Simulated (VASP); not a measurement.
# RbCl (Fm-3m) in VASP: notebook

Runs on RbCl. Level: PBE. Tasks: relaxation of the atoms.

All numbers are computed with VASP 6.6.1; they aren't measurements. Logs are shortened: lines on timing, memory, paths and dates and some standing lists are left out, and cuts for length are marked.

## 1. Starting point

Symmetry: Fm-3m, No. 225, cubic system. The conventional cell has a = 6.707 Å, b = 6.707 Å, c = 6.707 Å, α = 90.00°, β = 90.00°, γ = 90.00°. Rb (site symmetry m-3m) is surrounded by 6 Cl at 3.35 Å. Around Cl (site symmetry m-3m) lie 6 Rb at 3.35 Å.

## 2. Relaxation of the atoms, PBE (a relaxed cell with its volume scaled by 0.96)

Input file INCAR:

```
PREC = Accurate
ENCUT = 300
EDIFF = 1E-7
ISMEAR = 0
SIGMA = 0.03
LREAL = F
LASPH = T
NELM = 80
ALGO = Normal
ISIF = 2
LWAVE = F
LCHARG = F
GGA = PE
IBRION = 2
NSW = 40
EDIFFG = -0.01
```

Input file KPOINTS:

```
regular mesh
0
Gamma
  4 4 4
```

Input file POSCAR:

```
RbCl                                    
1.0
   -0.0000000000      3.3082219293      3.3082219293
    3.3082219293     -0.0000000000      3.3082219293
    3.3082219293      3.3082219293     -0.0000000000
  Rb              Cl            
     1     1
Direct
     0.0000000000000000    0.0000000000000000    0.0000000000000000
     0.5000000000000000    0.5000000000000000    0.5000000000000000
```

Potentials or basis: VASP PAW PBE potentials, release 64 (Rb_pv, Cl).

The run is started by

```sh
$ cat potpaw_PBE.64/Rb_pv/POTCAR potpaw_PBE.64/Cl/POTCAR > POTCAR
$ mpirun -np 1 vasp_std > vasp.out
```

OUTCAR:

```text
PREC = Accurate
   ENCUT = 300
   EDIFF = 1E-7
   ISMEAR = 0
   LREAL = F
   LASPH = T
   NELM = 80
   ISIF = 2
   GGA = PE
   IBRION = 2
   NSW = 40
   EDIFFG = -0.01

 ion  position               nearest neighbor table
   1  0.000  0.000  0.000-   2 3.31   2 3.31   2 3.31   2 3.31   2 3.31   2 3.31
   2  0.500  0.500  0.500-   1 3.31   1 3.31   1 3.31   1 3.31   1 3.31   1 3.31

  LATTYP: Found a face centered cubic cell.
 ALAT       =     6.6164438586

  Lattice vectors:

 A1 = (   0.0000000000,   3.3082219293,   3.3082219293)
 A2 = (   3.3082219293,   0.0000000000,   3.3082219293)
 A3 = (   3.3082219293,   3.3082219293,   0.0000000000)

Analysis of symmetry for initial positions (statically):
=====================================================================
 Subroutine PRICEL returns:
 Original cell was already a primitive cell.

 Routine SETGRP: Setting up the symmetry group for a
 face centered cubic supercell.

 Subroutine GETGRP returns: Found 48 space group operations
 (whereof 48 operations were pure point group operations)
 out of a pool of 48 trial point group operations.

The static configuration has the point symmetry O_h .

Analysis of symmetry for dynamics (positions and initial velocities):
=====================================================================
 Subroutine PRICEL returns:
 Original cell was already a primitive cell.

 Routine SETGRP: Setting up the symmetry group for a
 face centered cubic supercell.

 Subroutine GETGRP returns: Found 48 space group operations
 (whereof 48 operations were pure point group operations)
 out of a pool of 48 trial point group operations.

The dynamic configuration has the point symmetry O_h .

 Subroutine INISYM returns: Found 48 space group operations
 (whereof 48 operations are pure point group operations),
 and found     1 'primitive' translations

----------------------------------------------------------------------------------------

                                     Primitive cell

  volume of cell :      72.4126

  direct lattice vectors                    reciprocal lattice vectors
     0.000000000  3.308221929  3.308221929    -0.151138591  0.151138591  0.151138591
     3.308221929  0.000000000  3.308221929     0.151138591 -0.151138591  0.151138591
     3.308221929  3.308221929  0.000000000     0.151138591  0.151138591 -0.151138591

  length of vectors
     4.678532320  4.678532320  4.678532320     0.261779718  0.261779718  0.261779718

  position of ions in fractional coordinates (direct lattice)
     0.000000000  0.000000000  0.000000000
     0.500000000  0.500000000  0.500000000
[... 73 lines left out ...]
   EMIN   =  10.00;   EMAX   =-10.00  energy-range for DOS
   EFERMI =   0.00;   METHOD = LEGACY
   ISMEAR =     0;   SIGMA  =   0.03  broadening in eV -4-tet -1-fermi 0-gaus
   EFERMI_NEDOS =   21; number of points for ismear=-14 and -15
   IALGO  =     38    algorithm
   IMIX   =      4    mixing-type and parameters
     AMIX     =   0.40;   BMIX     =  1.00
     AMIX_MAG =   1.60;   BMIX_MAG =  1.00
  volume/ion in A,a.u.               =      36.21       244.33
  Fermi-wavevector in a.u.,A,eV,Ry     =   0.946628  1.788868 12.192254  0.896105
  Thomas-Fermi vector in A             =   2.074644
   LORBIT       =      0    0 simple, 1 ext, 2 COOP (PROOUT), +10 PAW based schemes
   GGA     = PE    functional components
   LHFCALC =     F    Hartree Fock is set to
   AEXX    =    0.0000 exact exchange contribution
   IVDW    =     0    specifies the selected vdW correction
   LEPSILON=     F    determine dielectric tensor
   LRPA    =     F    only Hartree local field effects (RPA)
 conjugate gradient relaxation of ions
 non-spin polarized calculation
 Gauss-broadening in eV      SIGMA  =   0.03
  energy-cutoff  :      300.00
  volume of cell :       72.41
 maximum number of plane-waves:       876
 NGX is ok and might be reduce to    28
   NGX = 13   NGY = 13   NGZ = 13

 number of electron      14.0000007 magnetization

 Free energy of the ion-electron system (eV)
  ---------------------------------------------------
  ext. energy  EPLUGINS =         0.00000000
  ---------------------------------------------------
  free energy    TOTEN  =        -6.62645082 eV

  energy without entropy =       -6.62645082  energy(sigma->0) =       -6.62645082

 E-fermi :  -3.1750     XC(G=0):  -7.2506

 val. band max:       -3.3105317916   @ k =   0.0000   0.0000   0.0000
 cond. band min:       1.6193888173   @ k =   0.0000   0.0000   0.0000
 fundamental gap:      4.9299206089
 Fermi energy:        -3.1749783941

 k-point     1 :       0.0000    0.0000    0.0000
  band No.  band energies     occupation
      1     -15.3160      2.00000
      2     -11.3343      2.00000
      3     -11.3343      2.00000
      4     -11.3343      2.00000
      5      -3.3105      2.00000
      6      -3.3105      2.00000
      7      -3.3105      2.00000
      8       1.6194      0.00000
      9       4.6606      0.00000
     10       4.6606      0.00000
     11       4.6606      0.00000
[... 85 lines left out ...]
 k-point     8 :      -0.2500    0.5000    0.2500
  band No.  band energies     occupation
      1     -15.2870      2.00000
      2     -11.5029      2.00000
      3     -11.5029      2.00000
      4     -11.3242      2.00000
      5      -3.7420      2.00000
      6      -3.5552      2.00000
      7      -3.5552      2.00000
      8       4.3352      0.00000
      9       4.3352      0.00000
     10       5.9511      0.00000
     11       5.9705      0.00000

------------------------ aborting loop because EDIFF is reached ----------------------------------------

  FORCE on cell =-STRESS in cart. coord.  units (eV):
  Direction    XX          YY          ZZ          XY          YZ          ZX
  --------------------------------------------------------------------------------------
  -------------------------------------------------------------------------------------
  Total        0.3063830      0.3063830      0.3063830      0.0000000      0.0000000      0.0000000
  in kB        6.7789321      6.7789321      6.7789321      0.0000000      0.0000000      0.0000000
  external PRESSURE =       6.7789321 kB  Pullay stress =       0.0000000 kB

 VOLUME and BASIS-vectors are now :
 -----------------------------------------------------------------------------
  energy-cutoff  :      300.00
  volume of cell :       72.41
      direct lattice vectors                 reciprocal lattice vectors
     0.000000000  3.308221929  3.308221929    -0.151138591  0.151138591  0.151138591
     3.308221929  0.000000000  3.308221929     0.151138591 -0.151138591  0.151138591
     3.308221929  3.308221929  0.000000000     0.151138591  0.151138591 -0.151138591

 POSITION                                       TOTAL-FORCE (eV/Angst)
 -----------------------------------------------------------------------------------
      0.00000      0.00000      0.00000        -0.000000     -0.000000      0.000000
      3.30822      3.30822      3.30822         0.000000      0.000000     -0.000000
 -----------------------------------------------------------------------------------
    total drift:                                0.000000      0.000000      0.000000

  FREE ENERGIE OF THE ION-ELECTRON SYSTEM (eV)
  ---------------------------------------------------
  free  energy   TOTEN  =        -6.6264508197 eV

  energy  without entropy=       -6.6264508197  energy(sigma->0) =       -6.62645082

 reached required accuracy - stopping structural energy minimisation
```

It took 4.4 s on 1 thread of Intel Xeon Platinum 8488C (Sapphire Rapids), shared host; peak memory 0.15 GiB.

Results:

```
Free energy             : -6.6265 eV
Pressure after relaxing : 0.7 GPa
Band gap on the k mesh  : 4.93 eV, direct
```

Final structure:
```xyz
2
Lattice="0.0000 3.3082 3.3082 3.3082 0.0000 3.3082 3.3082 3.3082 0.0000" Properties=species:S:1:pos:R:3 pbc="T T T"
Rb    0.0000    0.0000    0.0000
Cl    3.3082    3.3082    3.3082
```

Caveat: the cutoff is under 1.25 times the usual one of these potentials, so pressure, stress and relaxed cells hold a basis-set (Pulay) error; the relaxation stopped at its first step, so nothing moved.

## 3. Relaxation of the atoms, PBE (a relaxed cell with its volume scaled by 0.98)

INCAR is that of step 2.

KPOINTS is that of step 2.

Input file POSCAR:

```
RbCl                                    
1.0
   -0.0000000000      3.3310379739      3.3310379739
    3.3310379739     -0.0000000000      3.3310379739
    3.3310379739      3.3310379739     -0.0000000000
  Rb              Cl            
     1     1
Direct
     0.0000000000000000    0.0000000000000000    0.0000000000000000
     0.5000000000000000    0.5000000000000000    0.5000000000000000
```

Potentials or basis: VASP PAW PBE potentials, release 64 (Rb_pv, Cl).

The run is started by

```sh
$ cat potpaw_PBE.64/Rb_pv/POTCAR potpaw_PBE.64/Cl/POTCAR > POTCAR
$ mpirun -np 1 vasp_std > vasp.out
```

It took 4.7 s on 1 thread of Intel Xeon Platinum 8488C (Sapphire Rapids), shared host; peak memory 0.15 GiB.

It converged, with:

- Free energy: -6.6325 eV
- Pressure after relaxing: 0.3 GPa
- Band gap on the k mesh: 4.87 eV, direct

Final structure:
```
Rb Cl
1.0
     0.00000    3.33104    3.33104
     3.33104    0.00000    3.33104
     3.33104    3.33104    0.00000
Rb Cl
1 1
Cartesian
  0.0000 0.0000 0.0000
  3.3310 3.3310 3.3310
```

Levels at points of the mesh, in eV from the valence-band top:
| k point | band 5 | band 6 | band 7 | band 8 | band 9 | band 10 |
| --- | --- | --- | --- | --- | --- | --- |
| (0.00, 0.00, 0.00) | 0.00 | 0.00 | 0.00 | 4.87 | 7.96 | 7.96 |
| (0.50, 0.00, 0.00) | -0.82 | -0.31 | -0.31 | 7.63 | 7.83 | 10.02 |
| (0.50, 0.50, 0.00) | -0.33 | -0.11 | -0.11 | 6.22 | 7.89 | 9.52 |

Caveat: the cutoff is under 1.25 times the usual one of these potentials, so pressure, stress and relaxed cells hold a basis-set (Pulay) error; the relaxation stopped at its first step, so nothing moved.

## 4. Relaxation of the atoms, PBE

INCAR is that of step 3.

KPOINTS is that of step 3.

Input file POSCAR:

```
RbCl                                    
1.0
   -0.0000000000      3.3535456700      3.3535456700
    3.3535456700     -0.0000000000      3.3535456700
    3.3535456700      3.3535456700     -0.0000000000
  Rb              Cl            
     1     1
Direct
     0.0000000000000000    0.0000000000000000    0.0000000000000000
     0.5000000000000000    0.5000000000000000    0.5000000000000000
```

The run is started by

```sh
$ cat potpaw_PBE.64/Rb_pv/POTCAR potpaw_PBE.64/Cl/POTCAR > POTCAR
$ mpirun -np 1 vasp_std > vasp.out
```

Run time: 4.6 s. Hardware: 1 thread of Intel Xeon Platinum 8488C (Sapphire Rapids), shared host; peak memory 0.15 GiB.

Results (log left out):

```yaml
Free_energy: -6.6354 eV
Pressure_after_relaxing: 0.0 GPa
Band_gap_on_the_k_mesh: 4.81 eV, direct
```

Final structure:
```
Rb Cl
1.0
     0.00000    3.35355    3.35355
     3.35355    0.00000    3.35355
     3.35355    3.35355    0.00000
Rb Cl
1 1
Direct
  0.00000 0.00000 0.00000
  0.50000 0.50000 0.50000
```

Levels at points of the mesh, in eV from the valence-band top:
```csv
k point,band 3,band 4,band 5,band 6,band 7,band 8,band 9,band 10,band 11
"(0.00, 0.00, 0.00)",-8.12,-8.12,0.00,0.00,0.00,4.81,7.94,7.94,7.94
"(0.50, 0.00, 0.00)",-8.14,-8.11,-0.79,-0.29,-0.29,7.56,7.75,9.94,9.94
"(0.50, 0.50, 0.00)",-8.21,-8.21,-0.33,-0.11,-0.11,6.23,7.80,9.41,9.95
```

Caveat: the cutoff is under 1.25 times the usual one of these potentials, so pressure, stress and relaxed cells hold a basis-set (Pulay) error; the relaxation stopped at its first step, so nothing moved.

## 5. Summary

| cell | gap on the mesh (eV) | pressure (GPa) |
| --- | --- | --- |
| atoms relaxed from: a relaxed cell with its volume scaled by 0.96 | 4.93 | 0.7 |
| atoms relaxed from: a relaxed cell with its volume scaled by 0.98 | 4.87 | 0.3 |
| atoms relaxed | 4.81 | 0.0 |

Alike in all rows: task relaxation of the atoms; level PBE; potentials or basis VASP PAW PBE potentials, release 64 (Rb_pv, Cl); no spin polarisation; k mesh 4 × 4 × 4; cutoff (eV) 300; smearing gaussian 0.03 eV.

Caveats: the cutoff is under 1.25 times the usual one of these potentials, so pressure, stress and relaxed cells hold a basis-set (Pulay) error; the relaxation stopped at its first step, so nothing moved.

Total energies depend on the potentials used, so only differences within one code and one set of settings carry meaning.
